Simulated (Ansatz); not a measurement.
## Relaxing CoSn

These are results of Ansatz, DFT PBEsol, scalar-relativistic, plane waves, PAW, not measurements. (420 eV cutoff, 12×12×8 k-mesh, Gaussian smearing of 0.10 eV, no spin polarisation)

What was changed: biaxial strain in the a-b plane, c and atoms relaxed: +2.0 %.

Command:

```bash
ansatz run input.yaml --threads 1 --pin off --max-ram 2560MiB --backend cpu --events-out ev --progress --plain --runs-dir out
```

Input:

```yaml
crystal:
  lattice:
    - [5.3241101311, 0.0, 0.0]
    - [-2.6620550655, 4.6108146261, 0.0]
    - [0.0, 0.0, 4.1184502247]
  atoms:
    - { symbol: Co, position: [0.0, 0.5, 0.0] }
    - { symbol: Co, position: [0.5, 0.5, 0.0] }
    - { symbol: Co, position: [0.5, 0.0, 0.0] }
    - { symbol: Sn, position: [0.6666666667, 0.3333333333, 0.5] }
    - { symbol: Sn, position: [0.3333333333, 0.6666666667, 0.5] }
    - { symbol: Sn, position: [0.0, 0.0, 0.0] }
basis:
  ecutwfc: 420
kpoints:
  mp_grid: { grid: [12, 12, 8] }
hamiltonian:
  xc: pbesol
scf:
  occupations: { method: gaussian, width: 0.1 }
output:
  forces: true
  stress: true
  eigenvalues: true
relax:
  adjacent_minimum: "off"
  f_tol: 0.008
  max_steps: 40
  cell: { stress_tol: 0.015, fix: [a, b, gamma] }
```

F is the free energy. Steps run on the plane waves of an earlier cell, but the last one, and at times one on the way, on a freshly chosen basis, so a repeated geometry can differ a little in energy. The held parts of the cell keep their stress, so P needn't end at zero.

Steps:

| step | F − F(1) (eV) | largest force component (eV/Å) | V (Å³/atom) | P (GPa) |
| --- | --- | --- | --- | --- |
| 1 | 0.0000 | 0.000 | 16.850 | -3.63 |
| 2 | -0.0002 | 0.000 | 16.887 | -3.92 |
| 3 | -0.0002 | 0.000 | 16.885 | -3.91 |
| 4 | -0.0004 | 0.000 | 16.885 | -3.91 |

Relaxed structure:

```xyz
6
Lattice="5.3241 0.0000 0.0000 -2.6621 4.6108 0.0000 0.0000 0.0000 4.1269" Properties=species:S:1:pos:R:3 pbc="T T T"
Co   -1.3310    2.3054    0.0000
Co    1.3310    2.3054    0.0000
Co    2.6621    0.0000    0.0000
Sn    2.6621    1.5369    2.0635
Sn    0.0000    3.0739    2.0635
Sn    0.0000    0.0000    0.0000
```

Symmetry: P6/mmm, No. 191, hexagonal system. Conventional cell: a = 5.324 Å, b = 5.324 Å, c = 4.127 Å, α = 90.00°, β = 90.00°, γ = 120.00°. Around Co (site symmetry mmm) lie 6 Sn at 2.57 to 2.66 Å and 4 Co at 2.66 Å. Sn (site symmetry -6m2) is surrounded by 6 Co at 2.57 Å. Sn (site symmetry 6/mmm) has 6 Co at 2.66 Å as nearest neighbours.

The run converged. The run took 3.1 min on 1 thread of AMD EPYC 7R43 64-Core Processor (Zen 3), with other jobs on the host, peak memory 0.72 GiB.